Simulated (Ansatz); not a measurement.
## FeGe2 under changes of volume

One of the cells (14.315 Å³/atom); the others are scaled copies at fixed shape and fractional positions:

```xyz
6
Lattice="-2.9596 2.9596 2.4514 2.9596 -2.9596 2.4514 2.9596 2.9596 -2.4514" Properties=species:S:1:pos:R:3 pbc="T T T"
Ge   -0.9168    2.0427    2.4514
Ge    2.0427    0.9168    2.4514
Ge    0.9168    2.0427    0.0000
Ge    3.8764    0.9168    0.0000
Fe    0.0000    0.0000    1.2257
Fe    0.0000    0.0000    3.6771
```

The cell is a database's computed one.

- Program: Ansatz 0.2.0
- Functional: LDA
- Potentials or basis: Ansatz PAW
- Cutoff: 420 eV (not typed: the program's choice for these potentials)
- k mesh: 7 × 7 × 7
- Occupations: fermi-dirac, width 0.05 eV
- Spin: collinear spin, ferromagnetic start
- Starting moments: [0.0, 0.0, 0.0, 0.0, 3.0, 3.0] μB

```csv
volume (Å³/atom),energy over the lowest point (meV/atom),pressure (GPa),moment (μB per cell),largest force (eV/Å)
13.456,0.00,-1.5,1.99,0.232
13.742,5.45,-4.6,2.07,0.228
14.028,16.07,-7.3,2.15,0.225
14.315,?,?,?,?
14.601,50.17,-11.6,2.34,0.218
14.887,72.47,-13.3,2.46,0.213
15.173,97.52,-14.7,2.58,0.205
```

Q: What does the run at 14.315 Å³/atom give?

A: Energy over the lowest point 31.19 meV/atom; pressure -9.6 GPa; moment 2.24 μB per cell; largest force 0.222 eV/Å.

Worked out: A Birch-Murnaghan fit of order 3 (a polynomial in V^(-2/3)) to the other rows has its minimum at 13.34 Å³/atom, just outside them, with B0 = V·E''(V) = 167 GPa and B' = 5.8 at fixed shape and positions, which overstates the stiffness. It gives 31.23 meV/atom at 14.315 Å³/atom, against the run's 31.19, and -dE/dV = -9.6 GPa, against -9.6. A parabola through the other rows of the moment, of slope 0.342 μB per Å³/atom there, gives 2.24 μB, against the run's 2.24.

Energies are extrapolated to zero smearing.

Caveats: the PAW data sets come from PBE, with cores solved anew for the run's functional, which leaves a small shift of forces and pressure.
